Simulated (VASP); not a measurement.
Write the native input for VASP 6.6.1 that does the following.

```
Task                   : electric field gradients
Functional             : PBE
Potentials or basis    : VASP PAW PBE potentials, release 64 (Cu, Au)
Cutoff                 : 520 eV
k mesh                 : 13 × 13 × 10
Occupations            : fermi-dirac, width 0.05 eV
Spin                   : no spin polarisation
Dipole correction      : no
Further INCAR settings : ALGO = Fast; EDIFF = 1e-08; NBANDS = 18
```

The structure of CuAu lies in POSCAR:

```
CuAu
1.0
    2.7812074875      0.0000000000      0.0000000000
    0.0000000000      2.7812074875      0.0000000000
    0.0000000000      0.0000000000      3.6453683854
Cu Au
1 1
Direct
    0.5000000000      0.5000000000      0.5000000000
    0.0000000000      0.0000000000      0.0000000000
```

The cell isn't the ideal one: volume scaled by 0.98, PAW files.

These files were run (other wordings do the same):

INCAR

```
SYSTEM = CuAu
  PREC = Accurate
  ENCUT = 520
  EDIFF = 1E-8
  ISMEAR = -1
  SIGMA = 0.05
  LREAL = .FALSE.
  LASPH = .TRUE.
  NELM = 100
  ALGO = Fast
  ISIF = 2
  LWAVE = .FALSE.
  LCHARG = .FALSE.
  GGA = PE
  LEFG = .TRUE.
  NBANDS = 18
```

KPOINTS

```
Automatic mesh
0
G
  13 13 10
  0 0 0
```

Potentials or basis: VASP PAW PBE potentials, release 64 (Cu, Au).

Command:

```console
$ cat potpaw_PBE.64/Cu/POTCAR potpaw_PBE.64/Au/POTCAR > POTCAR
$ mpirun -np 1 vasp_std > vasp.out
```

Results of the run:

```yaml
Pressure: 10.4 GPa
Band_gap_on_the_k_mesh: none (metal or under the smearing width)
```

Run time: 64 s on 1 thread of Intel(R) Xeon(R) Platinum 8375C CPU @ 2.90GHz (Ice Lake), on a shared host, peak memory 0.21 GiB.
